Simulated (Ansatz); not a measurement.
**ZnS: band gap under strain**

Aim: follow the gap of ZnS built on the zincblende prototype through these states: -2.0 % strain along z alone; -1.0 % strain along z alone; +1.0 % strain along z alone. The table at the end shows which levels were run.

The runs shown are made with Ansatz 0.2.0. PAW datasets, plane waves. No spin polarisation and no zero-point or thermal motion.

### Step 1. The structure to begin with

The unstrained cell was relaxed with r2SCAN; in each strained cell the atoms were relaxed again with r2SCAN. Names of k-points are those of the unstrained zone, where strain can split equivalent points. First state: -2.0 % strain along z alone.

Space group I-4m2 (No. 119), tetragonal; conventional cell a = 3.810 Å, c = 5.280 Å, 19.16 Å³ an atom. Zn has 4 S at 2.32 Å; S has 4 Zn at 2.32 Å.

Coordinates:

```
CELL_PARAMETERS angstrom
0.00000 2.69409 2.64020
2.69409 0.00000 2.64020
2.69409 2.69409 0.00000
ATOMIC_POSITIONS crystal
Zn 0.00000 0.00000 0.00000
S 0.25000 0.25000 0.25000
```

From earlier runs on the unstrained cell: PBE 2.15 eV, r2SCAN 2.70 eV, HSE06 3.38 eV; a = 5.388 Å.

### Step 2. -2.0 % strain along z alone: PBE

File input.yaml:

```yaml
crystal:
  lattice:
    - [0.0, 2.6940858315, 2.6402041149]
    - [2.6940858315, 0.0, 2.6402041149]
    - [2.6940858315, 2.6940858315, 0.0]
  atoms:
    - { symbol: Zn, position: [0.0, 0.0, 0.0] }
    - { symbol: S, position: [0.25, 0.25, 0.25] }
kpoints:
  mp_grid: { grid: [8, 8, 8] }
  band_path:
    path:
      - [0.0, 0.0, 0.0]
      - [-0.5, -0.5, 0.0]
      - [-0.375, -0.375, 0.25]
      - [-0.375, 0.0, 0.375]
      - [0.0, 0.0, 0.5]
      - [-0.5, -0.25, 0.25]
    npoints: 1
hamiltonian:
  xc: pbe
scf:
  occupations: { method: fermi_dirac, width: 0.02 }
  n_extra_bands: 4
output:
  forces: true
  stress: true
  eigenvalues: true
```

Command:

```
ansatz run input.yaml --threads 2 --pin off --max-ram 18432MiB --backend cpu --events-out ev --progress --plain --runs-dir out
```

The runs that follow: -2.0 % strain along z alone: r2SCAN; -2.0 % strain along z alone: HSE06; -2.0 % strain along z alone: r2SCAN; -1.0 % strain along z alone: PBE; -1.0 % strain along z alone: r2SCAN; -1.0 % strain along z alone: HSE06; -1.0 % strain along z alone: r2SCAN; +1.0 % strain along z alone: PBE; +1.0 % strain along z alone: r2SCAN; +1.0 % strain along z alone: HSE06; +1.0 % strain along z alone: r2SCAN.

Q: Predict the outcome of this session.

The runs gave:

Least gap in eV (negative: overlap), with the change from the unstrained cell in brackets:

| state | volume change (%) | PBE | r2SCAN | HSE06 |
| --- | --- | --- | --- | --- |
| -2.0 % strain along z alone | -2.0 | 2.19 (+0.04) | 2.75 (+0.05) | 3.42 (+0.04) |
| -1.0 % strain along z alone | -1.0 | 2.17 (+0.02) | 2.73 (+0.03) | 3.40 (+0.02) |
| +1.0 % strain along z alone | +1.0 | 2.09 (-0.06) | 2.65 (-0.05) | 3.32 (-0.06) |

In words: With HSE06, of the states in the table +1.0 % strain along z alone shifts the gap most, by -0.060 eV. PBE and HSE06 differ by 1.23 eV on the unstrained gap, and by at most 0.01 eV on its change: the two disagree on the size of the gap but agree on its response to strain.
